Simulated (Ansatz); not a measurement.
Here is an Ansatz 0.2.0 calculation.

Contents of input.yaml:

```yaml
crystal:
  lattice:
    - [0.0, 3.231, 3.231]
    - [3.231, 0.0, 3.231]
    - [3.231, 3.231, 0.0]
  atoms:
    - { symbol: Pb, position: [0.0, 0.0, 0.0] }
    - { symbol: Te, position: [0.5, 0.5, 0.5] }
kpoints:
  mp_grid: { grid: [7, 7, 7] }
scf:
  occupations: { method: gaussian, width: 0.029 }
hamiltonian:
  xc: pbe
  pseudopotentials: { kind: all_electron, lapw: { basis_error: 0.001 } }
output:
  forces: true
  stress: true
  eigenvalues: true
```

Potentials or basis: all-electron LAPW, scalar-relativistic.

The run is started by

```sh
$ ansatz run input.yaml --threads 1 --pin off --max-ram 3072MiB --backend cpu --events-out ev --progress --plain --runs-dir out
```

(1) What does it give for the pressure?

Results:

(1) 2.1 GPa.

Caveat: this odd mesh misses L, where the gap lies, so gap, dielectric constants and Born charges aren't listed.
